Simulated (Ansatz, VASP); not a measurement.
**Two plane-wave programs on ZnO**

```
Zn O
1.0
     3.23530    0.00000    0.00000
    -1.61765    2.80185    0.00000
     0.00000    0.00000    5.21687
Zn O
2 2
Direct
  0.33333 0.66667 0.00145
  0.66667 0.33333 0.50145
  0.33333 0.66667 0.38065
  0.66667 0.33333 0.88065
```

Alike in both runs: functional RPBE; dispersion D4; k mesh 8 × 8 × 6; occupations gaussian, width 0.05 eV; no spin polarisation.

Ansatz relaxed the structure, and its values are those at the end. VASP's run is a single point on that final structure, the one shown.

|  | VASP | Ansatz |
| --- | --- | --- |
| version | VASP 6.6.1 | Ansatz 0.2.0 |
| potentials or method | VASP PAW PBE potentials, release 64 (Zn, O) | scalar-relativistic, plane waves, PAW |
| plane-wave cutoff (eV) | 520 | 420 |
| valence electrons in the cell | 36 | 36 |

|  | VASP | Ansatz | Ansatz less VASP |
| --- | --- | --- | --- |
| gap on the k mesh at the Fermi level (eV) | 0.88 | 0.90 | +0.025 |
| least direct gap on the mesh (eV) | 0.88 | 0.90 | +0.025 |
| pressure (GPa) | 3.9 | 2.7 | -1.17 |
| rms of the force components (eV/Å) | 0.001 | 0.003 | +0.0018 |
| dispersion energy (meV/atom) | -512.6 | -512.7 | -0.11 |

Caveats: the PAW data sets were made with another functional, which shifts forces and pressure a little (VASP). RPBE gaps usually lie below the measured ones, often by a third to a half.
